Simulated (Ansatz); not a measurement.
# LiH: pressure against volume scale

All results are calculated (Ansatz 0.2.0). Periodic Kohn-Sham DFT of a crystal at fixed atoms, scaled to volume_scale times the given cell; pressure positive in compression, energy less spherical unpolarised free atoms, largest_vzz the field gradient of largest size among the nuclei.

The cell before it is scaled or strained (space group Fm-3m, No. 225):
```
LiH
1.0
      0.0000     2.0325     2.0325
      2.0325     0.0000     2.0325
      2.0325     2.0325     0.0000
Li H
1 1
Direct
  0.00000 0.00000 0.00000
  0.50000 0.50000 0.50000
```

Settings of every row: method all-electron PAW; functional LDA; relativity scalar; k mesh 11x11x11; filling fermi-dirac; smearing width 0.03 eV; nucleus gaussian.

Atom start moment: 0 on all atoms.

| row | volume scale | V (Å³/atom) | pressure (GPa) |
| --- | --- | --- | --- |
| 1 | 0.94 | 7.893 | -2.042 |
| 2 | 0.96 | 8.061 | -2.724 |
| 3 | 0.98 | 8.228 | -3.336 |
| 4 | 0.99 | 8.312 | -3.647 |
| 5 | 1 | 8.396 | -3.918 |
| 6 | 1.01 | 8.48 | -4.165 |
| 7 | 1.02 | 8.564 | -4.416 |
| 8 | 1.04 | 8.732 | -4.881 |
| 9 | 1.06 | 8.9 | ? |

Question: what pressure should row 9 give?

Worked fit of pressure. Take u = (V_r/V)^(2/3) − 1 with V_r = 8.354 Å³ an atom, which is twice the finite (Eulerian) strain; such expansions in the strain, on which the Birch-Murnaghan equation of state is built, carry the rest volume and the bulk modulus. The shown rows have u = 0.03857, 0.02409, 0.01018, 0.00337, -0.00334, -0.00993, -0.01642, -0.02907. Least squares give pressure = −3.7743 + 41.004 × u + 102.69 × u² GPa; a straight line predicts inner rows, each left out in turn, worse (root mean square 0.038 against 0.01 GPa). The rows lie off it by -0.002, 0.003, 0.010, -0.012, -0.008, 0.006, 0.004, -0.001 (root mean square 0.0068 GPa). The withheld row has u = -0.04133, so the fit gives −3.7743 + 41.004 × (-0.04133) + 102.69 × (-0.04133)² = -5.294 GPa.

The calculation gave -5.303 GPa. The fit lies 0.009 GPa (0.28 % of the column's range) above it; its largest miss of a shown row is 0.012 GPa. This row lies beyond the range of the fit.
